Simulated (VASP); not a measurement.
# Sb: single point with PBE

Sheet: Sb, a sheet with vacuum.

```
Sb
1.0
     3.23056    0.00000    0.00000
     0.00000    3.10980    0.00000
     0.00000    0.00000   31.36000
Sb
2
Cartesian
  0.0000 0.0000 7.7265
  1.6153 0.0000 10.2735
```

The cell was built by a generator and needn't be a form met in nature.

```yaml
Program: VASP 6.6.1
Task: single point
Functional: PBE
Potentials_or_basis: VASP PAW PBE potentials, release 64 (Sb)
Cutoff: 520 eV
k_mesh: 8 × 9 × 1
Occupations: fermi-dirac, width 0.05 eV
Spin: no spin polarisation
Dipole_correction: yes
Further_INCAR_settings: ALGO = Normal; EDIFF = 1e-07; NBANDS = 12
```

```yaml
Largest_force: 0.070 eV/Å
Band_gap_on_the_k_mesh: none (metal or under the smearing width)
```

Forces on the atoms (eV/Å):
```
Sb   0.000  0.000 -0.070
Sb   0.000  0.000  0.070
```

Levels at points of the mesh, in eV from the Fermi level:
```
           k point  band 1  band 2  band 3  band 4  band 5  band 6  band 7  band 8  band 9  band 10
(0.00, 0.00, 0.00)  -12.52   -9.96   -3.98    0.54    1.89    3.15    3.35    3.82    3.95     4.28
(0.50, 0.00, 0.00)   -9.40   -9.40   -4.75   -4.75   -0.20   -0.20    5.28    5.28    5.75     5.75
```

Wall time 64 s on 1 thread of Intel(R) Xeon(R) 6975P-C (Granite Rapids) (shared host), peak memory 0.38 GiB.

Spin-orbit coupling is left out, which matters for the levels of Sb.
